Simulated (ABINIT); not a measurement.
# Hf (P-1) in ABINIT: single point with PBEsol

Aim: the single point of Hf with PBEsol.

Program: ABINIT 10.8.3 (patched build). These are calculated values, not measurements. Logs are shortened: lines on timing, memory, paths and dates and some standing lists are left out, and cuts for length are marked. The log counts tension as positive stress, the text compression.

## Step 1: The cell of the first run

The typed cell holds 2 atoms: a = 3.141 Å, b = 3.252 Å, c = 5.028 Å, α = 90.95°, β = 88.36°, γ = 119.32°.

## Step 2: Single point, PBEsol (cell strained at random)

File run.abi:

```
# Pseudopotentials
pp_dirpath "./"
pseudos "Hf.upf"

# Structure
acell 5.9353018504 6.1452512198 9.5019914735
rprim
     0.9998890486    -0.0039324044     0.0143675559
    -0.4861533018     0.8738342179    -0.0082901617
     0.0141994093    -0.0015973789     0.9998979074
ntypat 1
znucl 72
natom 2
typat 1 1
xred
     0.6666666667     0.3333333333     0.7500000000
     0.3333333333     0.6666666667     0.2500000000
chkprim 0
chksymtnons 0
tolsym 1.0e-6

# Plane-wave basis
ecut 29.0

# k points
kptopt 1
ngkpt 8 8 4
nshiftk 1
shiftk 0.0 0.0 0.0

# Exchange and correlation
ixc -116133

# Bands and occupations
nband 16
occopt 3
tsmear 0.05 eV

# SCF cycle
nstep 100
tolvrs 1.0e-10

# Output
iomode 3
prtwf 0
prtden 0
prteig 0
prtebands 0
enunit 1
```

Potentials or basis: PseudoDojo NC SR PBEsol v0.4.1 standard.

Run with:

```sh
$ mpirun --bind-to none -np 4 abinit run.abi > log 2>&1
```

run.abo:

```text
.Version 10.8.3 of ABINIT
 Symmetries : space group P-1 (#  2); Bravais aP (primitive triclinic)
================================================================================
 Values of the parameters that define the memory need of the present run
     intxc =       0    ionmov =       0      iscf =       7    lmnmax =       8
     lnmax =       8     mgfft =      48  mpssoang =       4    mqgrid =    3001
     natom =       2  nloc_mem =       1    nspden =       1   nspinor =       1
    nsppol =       1      nsym =       2    n1xccc =    2501    ntypat =       1
    occopt =       3   xclevel =       2
       mpw =        2272          nfft =       43200          nkpt =         132
================================================================================
================================================================================

--------------------------------------------------------------------------------
------------- Echo of variables that govern the present computation ------------
--------------------------------------------------------------------------------
 -outvars: echo values of preprocessed input variables --------
            acell      5.9353018504E+00  6.1452512198E+00  9.5019914735E+00 Bohr
              amu      1.78490000E+02
          chkprim           0
      chksymtnons           0
             ecut      2.90000000E+01 Hartree
           enunit           1
                       outvar_i_n : Printing only first  50 k-points.
              ixc     -116133
                       outvar_i_n : Printing only first  50 k-points.
         kptrlatt        8    0    0      0    8    0      0    0    4
          kptrlen      3.80079659E+01
            natom           2
            nband          16
            ngfft          30      30      48
             nkpt         132
            nstep         100
             nsym           2
           ntypat           1
                       prtocc : prtvol=0, do not print more k-points.
           occopt           3
           prtden           0
        prtebands           0
           prteig           0
            prtwf           0
            rprim      9.9988904860E-01 -3.9324044000E-03  1.4367555900E-02
                      -4.8615330180E-01  8.7383421790E-01 -8.2901617000E-03
                       1.4199409300E-02 -1.5973789000E-03  9.9989790740E-01
          spgroup           2
           tolsym      1.00000000E-06
           tolvrs      1.00000000E-10
           tsmear      1.83746611E-03 Hartree
            typat      1  1
                       outvars : Printing only first  50 k-points.
           xangst      1.6202221658E+00  9.3295699919E-01  3.7918906643E+00
                       1.0718833169E-02  1.8883049988E+00  1.2540003326E+00
            xcart      3.0617761565E+00  1.7630332157E+00  7.1656348548E+00
                       2.0255659080E-02  3.5683792899E+00  2.3697171905E+00
             xred      6.6666666670E-01  3.3333333330E-01  7.5000000000E-01
                       3.3333333330E-01  6.6666666670E-01  2.5000000000E-01
            znucl       72.00000

================================================================================

 chkinp: Checking input parameters for consistency.

================================================================================
== DATASET  1 ==================================================================

--- !DatasetInfo
iteration_state: {dtset: 1, }
dimensions: {natom: 2, nkpt: 132, mband: 16, nsppol: 1, nspinor: 1, nspden: 1, mpw: 2272, }
cutoff_energies: {ecut:  29.0, pawecutdg:  -1.0, }
electrons: {nelect:   2.40000000E+01, charge:   0.00000000E+00, occopt:   3.00000000E+00, tsmear:   1.83746611E-03, }
meta: {optdriver: 0, ionmov: 0, optcell: 0, iscf: 7, paral_kgb: 0, }
...

 Real(R)+Recip(G) space primitive vectors, cartesian coordinates (Bohr,Bohr^-1):
 R(1)=  5.9346433 -0.0233400  0.0852758  G(1)=  0.1689039  0.0939475 -0.0022485
 R(2)= -2.9875342  5.3699308 -0.0509451  G(2)=  0.0007299  0.1866309  0.0002878
 R(3)=  0.1349227 -0.0151783  9.5010214  G(3)= -0.0015121  0.0001575  0.1052736
 Unit cell volume ucvol=  3.0205963E+02 bohr^3
 Angles (23,13,12)=  9.09504803E+01  8.83628251E+01  1.19317891E+02 degrees

 getcut: wavevector=  0.0000  0.0000  0.0000  ngfft=  30  30  48
         ecut(hartree)=     29.000   => boxcut(ratio)=   2.01413

--- Pseudopotential description ------------------------------------------------
- pspini: atom type   1  psp file is ./Hf.upf
12 -116133 3 -1 1656                          pspcod,pspxc,lmax,lloc,mmax
     nproj     2     2     2     2

   1.05555876E+03                                ecore*ucvol(ha*bohr**3)
--------------------------------------------------------------------------------

================================================================================

--- !BeginCycle
iteration_state: {dtset: 1, }
solver: {iscf: 7, nstep: 100, nline: 4, wfoptalg: 0, }
tolerances: {tolvrs: 1.00E-10, }
...

     iter   Etot(hartree)      deltaE(h)  residm     vres2
 ETOT  1  -112.70833483983    -1.127E+02 1.373E-01 1.738E+01
 ETOT  2  -112.76197533589    -5.364E-02 3.796E-02 2.483E-01
 ETOT  3  -112.76205131886    -7.598E-05 3.477E-03 4.455E-03
 ETOT  4  -112.76205235213    -1.033E-06 4.193E-03 2.512E-04
 ETOT  5  -112.76205238421    -3.208E-08 1.127E-03 2.098E-05
 ETOT  6  -112.76205238729    -3.079E-09 1.335E-03 1.633E-07
 ETOT  7  -112.76205238732    -3.608E-11 3.381E-04 5.212E-10
 ETOT  8  -112.76205238733    -7.105E-13 4.409E-04 5.007E-11

 At SCF step    8       vres2   =  5.01E-11 < tolvrs=  1.00E-10 =>converged.

 Cartesian components of stress tensor (hartree/bohr^3)
  sigma(1 1)=  2.69941520E-05  sigma(3 2)= -4.18500798E-06
  sigma(2 2)=  2.33741964E-04  sigma(3 1)=  5.75388251E-05
  sigma(3 3)=  1.08545267E-04  sigma(2 1)= -1.77701406E-05

--- !ResultsGS
iteration_state: {dtset: 1, }
comment   : Summary of ground state results
lattice_vectors:
- [  5.9346433,  -0.0233400,   0.0852758, ]
- [ -2.9875342,   5.3699308,  -0.0509451, ]
- [  0.1349227,  -0.0151783,   9.5010214, ]
lattice_lengths: [   5.93530,    6.14525,    9.50199, ]
lattice_angles: [ 90.950,  88.363, 119.318, ] # degrees, (23, 13, 12)
lattice_volume:   3.0205963E+02
convergence: {deltae: -7.105E-13, res2:  5.007E-11, residm:  4.409E-04, diffor: null, }
etotal    :  -1.12762052E+02
entropy   :   0.00000000E+00
fermie    :   3.87012804E-01
cartesian_stress_tensor: # hartree/bohr^3
- [  2.69941520E-05,  -1.77701406E-05,   5.75388251E-05, ]
- [ -1.77701406E-05,   2.33741964E-04,  -4.18500798E-06, ]
- [  5.75388251E-05,  -4.18500798E-06,   1.08545267E-04, ]
pressure_GPa:  -3.6215E+00
xred      :
- [  6.6667E-01,   3.3333E-01,   7.5000E-01, Hf]
- [  3.3333E-01,   6.6667E-01,   2.5000E-01, Hf]
cartesian_forces: # hartree/bohr
- [ -4.24538026E-04,  -2.07382456E-03,   4.10604775E-05, ]
- [  4.24538026E-04,   2.07382456E-03,  -4.10604775E-05, ]
force_length_stats: {min:   2.11723093E-03, max:   2.11723093E-03, mean:   2.11723093E-03, }
...

 Integrated electronic density in atomic spheres:
 ------------------------------------------------
 Atom  Sphere_radius  Integrated_density
    1        2.00000          8.40983443
    2        2.00000          8.40983443
================================================================================

 ----iterations are completed or convergence reached----

 Mean square residual over all n,k,spin=   23.700E-07; max=  44.092E-05
 reduced coordinates (array xred) for    2 atoms
       0.666666666700      0.333333333300      0.750000000000
       0.333333333300      0.666666666700      0.250000000000
 rms dE/dt=  5.8776E-03; max dE/dt=  9.8701E-03; dE/dt below (all hartree)
    1       0.002467577216      0.009870064332     -0.000364313764
    2      -0.002467577216     -0.009870064332      0.000364313764

 cartesian coordinates (angstrom) at end:
    1      1.62022216579190     0.93295699918804     3.79189066426537
    2      0.01071883316943     1.88830499881300     1.25400033262417

 cartesian forces (hartree/bohr) at end:
    1     -0.00042453802600    -0.00207382455909     0.00004106047746
    2      0.00042453802600     0.00207382455909    -0.00004106047746
 frms,max,avg= 1.2223838E-03 2.0738246E-03   0.000E+00  0.000E+00  0.000E+00 h/b

 cartesian forces (eV/Angstrom) at end:
    1     -0.02183062303388    -0.10664034648398     0.00211141464406
    2      0.02183062303388     0.10664034648398    -0.00211141464406
 frms,max,avg= 6.2857505E-02 1.0664035E-01   0.000E+00  0.000E+00  0.000E+00 e/A
 length scales=  5.935301850400  6.145251219800  9.501991473500 bohr
              =  3.140826476931  3.251926898586  5.028237342560 angstroms
 Fermi (or HOMO) energy (eV) =  10.53115   Average Vxc (eV)= -11.84971
 Eigenvalues (   eV  ) for nkpt= 132  k points:
 kpt#   1, nband= 16, wtk=  0.00391, kpt=  0.0000  0.0000  0.0000 (reduced coord)
 -51.39666  -51.32201  -20.52511  -19.80113  -19.75156  -19.66715  -19.63753  -19.60862
   3.10907    6.80485   11.23099   11.26578   11.99185   12.04315   12.15620   12.82850
 prteigrs : prtvol=0 or 1, do not print more k-points.

--- !EnergyTerms
iteration_state     : {dtset: 1, }
comment             : Components of total free energy in Hartree
kinetic             :  2.89249449264953E+01
hartree             :  1.41864370147055E+01
xc                  : -2.82829859674021E+01
Ewald energy        : -7.80640195827201E+01
psp_core            :  3.49453765371194E+00
local_psp           : -5.82535781088228E+01
non_local_psp       :  5.23303351051607E+00
internal            : -1.12761630553516E+02
'-kT*entropy'       : -4.21833808968400E-04
total_energy        : -1.12762052387325E+02
total_energy_eV     : -3.06841176140105E+03
band_energy         : -1.39238595811606E+01
...

 Cartesian components of stress tensor (hartree/bohr^3)
  sigma(1 1)=  2.69941520E-05  sigma(3 2)= -4.18500798E-06
  sigma(2 2)=  2.33741964E-04  sigma(3 1)=  5.75388251E-05
  sigma(3 3)=  1.08545267E-04  sigma(2 1)= -1.77701406E-05

-Cartesian components of stress tensor (GPa)         [Pressure= -3.6215E+00 GPa]
- sigma(1 1)=  7.94195370E-01  sigma(3 2)= -1.23127186E-01
- sigma(2 2)=  6.87692599E+00  sigma(3 1)=  1.69285068E+00
- sigma(3 3)=  3.19351201E+00  sigma(2 1)= -5.22815586E-01

== END DATASET(S) ==============================================================
================================================================================

 -outvars: echo values of variables after computation  --------
            acell      5.9353018504E+00  6.1452512198E+00  9.5019914735E+00 Bohr
           etotal     -1.1276205239E+02
            fcart     -4.2453802600E-04 -2.0738245591E-03  4.1060477461E-05
                       4.2453802600E-04  2.0738245591E-03 -4.1060477461E-05
            rprim      9.9988904860E-01 -3.9324044000E-03  1.4367555900E-02
                      -4.8615330180E-01  8.7383421790E-01 -8.2901617000E-03
                       1.4199409300E-02 -1.5973789000E-03  9.9989790740E-01
           strten      2.6994151953E-05  2.3374196360E-04  1.0854526708E-04
                      -4.1850079752E-06  5.7538825119E-05 -1.7770140587E-05
           xangst      1.6202221658E+00  9.3295699919E-01  3.7918906643E+00
                       1.0718833169E-02  1.8883049988E+00  1.2540003326E+00
             xred      6.6666666670E-01  3.3333333330E-01  7.5000000000E-01
                       3.3333333330E-01  6.6666666670E-01  2.5000000000E-01
 Calculation completed.
```

Run time: 28 s. Hardware: 4 MPI ranks of Arm Neoverse V2, shared host; peak memory 0.32 GiB.

Results:

- Free energy: -3068.4118 eV
- Pressure: -3.6 GPa
- Largest force: 0.109 eV/Å
- Band gap on the k mesh: none (metal or under the smearing width)
- Valence electrons inside the program's atomic spheres: Hf 8.41 (radii [1.0584] Å)

Forces in eV/Å, atoms in the order of the input:
```
Hf  -0.022 -0.107  0.002
Hf   0.022  0.107 -0.002
```

Spin-orbit coupling is left out, which matters for the levels of Hf.
